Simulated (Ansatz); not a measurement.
# ZnS: band gap by level of theory

**What was measured.** The band gap of ZnS (F-43m) is reported as 3.85 eV at 19 K (arxiv:0911.5022). The runs below try to reproduce it.

Symmetry: F-43m, No. 216, cubic system. Conventional cell: a = 5.404 Å, b = 5.404 Å, c = 5.404 Å, α = 90.00°, β = 90.00°, γ = 90.00°. Around Zn (site symmetry -43m) lie 4 S at 2.34 Å. S (site symmetry -43m) has 4 Zn at 2.34 Å as nearest neighbours.

```csv
rung,level,program and potentials,cutoff (eV),k mesh,task,core time,chip,band gap (eV),miss (eV),notes
GGA,RPBE,"Ansatz, Ansatz PAW",420,9 × 9 × 9,band structure,4.6 s,Arm Neoverse V2,2.28,-1.57,"potentials made for PBE, which Ansatz adapts in part"
GGA,rPW86-PBE,"Ansatz, Ansatz PAW",420,9 × 9 × 9,band structure,4.7 s,Arm Neoverse V2,2.01,-1.84,"potentials made for PBE, which Ansatz adapts in part"
LDA,SVWN5,"Ansatz, Ansatz PAW",420,9 × 9 × 9,band structure,5.8 s,Arm Neoverse V2,1.86,-1.99,"potentials made for PBE, which Ansatz adapts in part"
GGA,BLYP,"Ansatz, Ansatz PAW",420,9 × 9 × 9,band structure,5.9 s,Intel Xeon,2.09,-1.76,"potentials made for PBE, which Ansatz adapts in part"
GGA,PBE,"Ansatz, Ansatz PAW",420,9 × 9 × 9,band structure,6 s,Arm Neoverse V2,2.11,-1.74,-
GGA,revPBE,"Ansatz, Ansatz PAW",420,9 × 9 × 9,band structure,6.5 s,Arm Neoverse V1,2.23,-1.62,"potentials made for PBE, which Ansatz adapts in part"
meta-GGA + dispersion,r2SCAN+rVV10,"Ansatz, Ansatz PAW",500,9 × 9 × 9,band structure,14 s,Arm Neoverse V1,2.61,-1.24,"potentials made for PBE, which Ansatz adapts in part"
non-local van der Waals functional,rPW86-PBE+rVV10,"Ansatz, Ansatz PAW",420,6 × 6 × 6,elastic constants,31 s,Arm Neoverse V1,1.89,-1.96,"potentials made for PBE, which Ansatz adapts in part"
hybrid,PBE0,"Ansatz, Ansatz PAW",420,5 × 5 × 5,band structure,2.8 min,AMD EPYC 7B13 Zen 3,4.02,+0.17,"coarse mesh; potentials made for PBE, which Ansatz adapts in part"
hybrid,revPBE0,"Ansatz, Ansatz PAW",420,5 × 5 × 5,band structure,3.4 min,Arm Neoverse V1,4.13,+0.28,"coarse mesh; potentials made for PBE, which Ansatz adapts in part"
hybrid,PBE-EpsX,"Ansatz, Ansatz PAW",420,5 × 5 × 5,band structure,3.5 min,Arm Neoverse V1,3.38,-0.47,"coarse mesh; potentials made for PBE, which Ansatz adapts in part; exact-exchange share 1/ε∞"
hybrid,PBEsol0,"Ansatz, Ansatz PAW",420,5 × 5 × 5,band structure,3.9 min,Intel Xeon,3.88,+0.03,"coarse mesh; potentials made for PBE, which Ansatz adapts in part"
hybrid,r2SCANh,"Ansatz, Ansatz PAW",500,5 × 5 × 5,band structure,4 min,Arm Neoverse V2,3.34,-0.51,"coarse mesh; potentials made for PBE, which Ansatz adapts in part"
hybrid,HSE06,"Ansatz, Ansatz PAW",420,5 × 5 × 5,band structure,4.7 min,Intel Xeon,3.34,-0.51,"coarse mesh; potentials made for PBE, which Ansatz adapts in part"
hybrid,B3LYP,"Ansatz, Ansatz PAW",420,5 × 5 × 5,band structure,5.1 min,Intel Xeon,3.62,-0.23,"coarse mesh; potentials made for PBE, which Ansatz adapts in part"
hybrid,r2SCAN50,"Ansatz, Ansatz PAW",500,5 × 5 × 5,band structure,5.7 min,Arm Neoverse V1,6.07,+2.22,"coarse mesh; potentials made for PBE, which Ansatz adapts in part"
hybrid,r2SCAN0,"Ansatz, Ansatz PAW",500,5 × 5 × 5,band structure,8.8 min,Intel Xeon,4.36,+0.51,"coarse mesh; potentials made for PBE, which Ansatz adapts in part"
```

Times are single runs on shared hosts and different chips, so they are rough; meshes, cutoffs and the tasks' sizes weigh on the time. All rows: no spin polarisation. Gaps are the least found on the k mesh or the band path, and a mesh can miss the band edges. The cell comes from a database and isn't always the measured one. Meshes differ between rows, which moves values too. All levels ran on this one cell, unrelaxed unless noted. Meshes are those of the run's cell of 2 atoms unless a note names another. Misses use the values as printed. Runs on faulty files, with rough fits or with known faults for this quantity aren't shown. No row holds spin-orbit coupling.

By rung: LDA 1.86; GGA 2.01 to 2.28; non-local van der Waals functional 1.89; meta-GGA + dispersion 2.61; hybrid on coarse meshes 3.34 to 6.07 (eV). Measured: 3.85 eV at 19 K (arxiv:0911.5022). Closest, coarse meshes and atomic bases left aside, is r2SCAN+rVV10 (-1.24 eV), and PBE misses by -1.74 eV on plain settings. LDA and GGA gaps fall short mostly because these functionals lack the derivative discontinuity; the runs are for a static lattice, while measurements hold temperature and zero-point motion.

Admixing exact exchange does most to open the ZnS gap. Within the r2SCAN family it climbs steadily with the exchange share, from 3.34 eV in r2SCANh to 4.36 eV in r2SCAN0 and 6.07 eV in r2SCAN50, which overshoots badly. The valence-band top is mainly S 3p with some Zn 3d admixture, while the conduction-band bottom has strong Zn 4s character. Non-local exchange lowers the occupied states relative to the empty ones and binds the 3d shell more deeply, which probably also weakens the p-d repulsion that pushes the valence edge up.

The share alone doesn't set the gap. HSE06 mixes in as much short-range exchange as PBE0 but screens out the long-range part, and gives 3.34 eV against 4.02 eV. The semilocal partner matters too, as PBEsol0, PBE0 and revPBE0 spread from 3.88 to 4.13 eV at the same share. The near match of PBEsol0 with experiment may therefore owe something to error cancellation, and doesn't establish it as the better description of the electronic structure.
